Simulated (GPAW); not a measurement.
A run of GPAW 26.7.0 is set up as follows.

The input run.py:

```python
from ase import Atoms
from ase.filters import FrechetCellFilter
from ase.io import write
from ase.optimize import BFGS
from ase.units import GPa
from gpaw import GPAW, PW, setup_paths

setup_paths.insert(0, '.')

atoms = Atoms(['Ge', 'Ge'],
              cell=[[1.488052925, -2.59468961, 0.0],
                    [1.488052925, 2.59468961, 0.0],
                    [0.0, 0.0, 4.72759579]],
              scaled_positions=[[0.33344663, 0.66655337, 0.25],
                                [0.66655337, 0.33344663, 0.75]],
              pbc=True)

calc = GPAW(mode=PW(600),
            xc='PBEsol',
            kpts={'size': (9, 9, 5), 'gamma': True},
            occupations={'name': 'fermi-dirac', 'width': 0.05},
            nbands=11,
            convergence={'density': 1e-05, 'forces': 0.0001},
            maxiter=150,
            txt='gpaw.txt')
atoms.calc = calc
opt = BFGS(FrechetCellFilter(atoms, scalar_pressure=5 * GPa), trajectory='relax.traj', logfile='-')
done = opt.run(fmax=0.02, steps=60)
calc.write('gs.gpw')
write('result.traj', atoms)
print('Converged:', done)
print('Cell:', atoms.cell.cellpar().round(4))
print('Volume:', round(atoms.get_volume(), 4))
print(atoms.get_scaled_positions().round(5))
```

Potentials or basis: PAW data sets generated in the run's folder for this functional, pw.

Run with:

```console
$ gpaw-setup -f PBEsol Ge
$ OMP_NUM_THREADS=1 python run.py
```

Problem. What does it give for the relaxed volume?

Solution. 17.26 Å³/atom.

Problem. What does it give for the space group after relaxing (to 0.05 Å)?

Solution. Fmmm (No. 69).

Problem. What does it give for the band gap on the k mesh?

Solution. None (metal or under the smearing width).

Problem. Predict the relaxed cell.

Solution. a = 2.801 Å, b = 2.801 Å, c = 4.919 Å, α = 90.00°, β = 90.00°, γ = 116.61°.

Final structure:
```
CELL_PARAMETERS angstrom
1.47189 -2.38356 0.00000
1.47189 2.38356 0.00000
0.00000 0.00001 4.91901
ATOMIC_POSITIONS crystal
Ge 0.24972 0.75028 0.24999
Ge 0.75028 0.24972 0.75001
```

Caveat: later steps reuse the first step's grids.
